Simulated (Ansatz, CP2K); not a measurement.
This is a calculation of NiSb (Breithauptite) for Ansatz 0.2.0. 

input.yaml

```yaml
crystal:
  lattice:
    - [3.928, 0.0, 0.0]
    - [-1.964, 3.4017477861, 0.0]
    - [0.0, 0.0, 5.12]
  atoms:
    - { symbol: Sb, position: [0.6666666667, 0.3333333333, 0.75] }
    - { symbol: Sb, position: [0.3333333333, 0.6666666667, 0.25] }
    - { symbol: Ni, position: [0.0, 0.0, 0.5], spin: 1.0 }
    - { symbol: Ni, position: [0.0, 0.0, 0.0], spin: 1.0 }
hamiltonian:
  xc: pbe
  pseudopotentials: { kind: paw }
magnetization:
  spin_polarized: true
kpoints:
  mp_grid: { grid: [8, 8, 5] }
scf:
  occupations: { method: fermi_dirac, width: 0.05 }
output:
  forces: true
  stress: true
  eigenvalues: true
```

Potentials or basis: Ansatz PAW.

Command:

```bash
$ ansatz run input.yaml --threads 1 --pin off --max-ram 3584MiB --backend cpu --events-out ev --progress --plain --runs-dir out
```

Task: Translate it to CP2K 2026.2. Potentials or basis there: POTENTIAL_UZH Sb GTH-PBE-q5, Ni GTH-PBE-q18; TZVP-MOLOPT-PBE-GTH basis.

Result: As run (cutoffs and basis follow the program's own potentials, and thresholds, step limits or extra output files can differ):

The input nisb_scf.inp:

```
&GLOBAL
  PROJECT nisb_scf
  RUN_TYPE ENERGY_FORCE
  PRINT_LEVEL LOW
&END GLOBAL
&FORCE_EVAL
  METHOD QS
  STRESS_TENSOR ANALYTICAL
  &DFT
    BASIS_SET_FILE_NAME BASIS_MOLOPT_UZH
    POTENTIAL_FILE_NAME POTENTIAL_UZH
    UKS T
    MULTIPLICITY 3
    &MGRID
      CUTOFF 650
      REL_CUTOFF 60
      NGRIDS 4
    &END MGRID
    &QS
      METHOD GPW
      EPS_DEFAULT 1.0E-10
    &END QS
    &KPOINTS
      SCHEME MONKHORST-PACK 8 8 5
      GAMMA_CENTERED T
      SYMMETRY T
      SYMMETRY_BACKEND SPGLIB
    &END KPOINTS
    &SCF
      SCF_GUESS ATOMIC
      EPS_SCF 1.0E-6
      MAX_SCF 150
      ADDED_MOS 20 22
      CHOLESKY OFF
      EPS_EIGVAL 1.0E-7
      &DIAGONALIZATION ON
        ALGORITHM STANDARD
      &END DIAGONALIZATION
      &MIXING ON
        METHOD BROYDEN_MIXING
        ALPHA 0.2
        BETA 1.5
        NBUFFER 10
      &END MIXING
      &SMEAR ON
        METHOD FERMI_DIRAC
        ELECTRONIC_TEMPERATURE 580.23
      &END SMEAR
    &END SCF
    &XC
      &XC_FUNCTIONAL
        &GGA_X_PBE
        &END GGA_X_PBE
        &GGA_C_PBE
        &END GGA_C_PBE
      &END XC_FUNCTIONAL
    &END XC
    &PRINT
      &KPOINTS ON
      &END KPOINTS
      &MULLIKEN ON
      &END MULLIKEN
      &MO ON
        ENERGIES T
        OCCUPATION_NUMBERS T
        &EACH
          QS_SCF 0
        &END EACH
        ADD_LAST NUMERIC
      &END MO
      &LOWDIN ON
      &END LOWDIN
      &HIRSHFELD ON
        SHAPE_FUNCTION DENSITY
      &END HIRSHFELD
    &END PRINT
  &END DFT
  &SUBSYS
    &CELL
      A 3.9280000000 0.0000000000 0.0000000000
      B -1.9640000000 3.4017477861 0.0000000000
      C 0.0000000000 0.0000000000 5.1200000000
      PERIODIC XYZ
    &END CELL
    &COORD
      Sb  1.9640000002 1.1339159286 3.8400000000
      Sb  -0.0000000002 2.2678318575 1.2800000000
      Ni  0.0000000000 0.0000000000 2.5600000000
      Ni  0.0000000000 0.0000000000 0.0000000000
    &END COORD
    &KIND Sb
      BASIS_SET TZVP-MOLOPT-PBE-GTH-q5
      POTENTIAL GTH-PBE-q5
    &END KIND
    &KIND Ni
      BASIS_SET TZVP-MOLOPT-PBE-GTH-q18
      POTENTIAL GTH-PBE-q18
      MAGNETIZATION 1.0
    &END KIND
    &PRINT
      &ATOMIC_COORDINATES ON
      &END ATOMIC_COORDINATES
      &CELL ON
      &END CELL
      &SYMMETRY ON
      &END SYMMETRY
    &END PRINT
  &END SUBSYS
  &PRINT
    &FORCES ON
    &END FORCES
    &STRESS_TENSOR ON
    &END STRESS_TENSOR
  &END PRINT
&END FORCE_EVAL
```

Potentials or basis: POTENTIAL_UZH Sb GTH-PBE-q5, Ni GTH-PBE-q18; TZVP-MOLOPT-PBE-GTH basis.

Launch:

```console
$ OMP_NUM_THREADS=1 cp2k.psmp -i nisb_scf.inp -o nisb_scf.out
```

Both were run:

|  | Ansatz | CP2K |
| --- | --- | --- |
| Pressure | 3.8 GPa | 6.6 GPa |
| Net moment | 0.00 μB per cell | 0.00 μB per cell |
| Absolute moment | 0.00 μB per cell | 0.00 μB per cell |

Ansatz's pressure holds a Pulay term of +0.06 GPa for its cutoff of 420 eV, which the other run lacks.

The potentials hold 66 and 46 valence electrons a cell.

Where Ansatz's input types no cutoff or centring, it takes its own default and a Γ-centred mesh.

The magnetic state is the one that the start led to; the real crystal's order can differ.

Pressure is positive in compression.
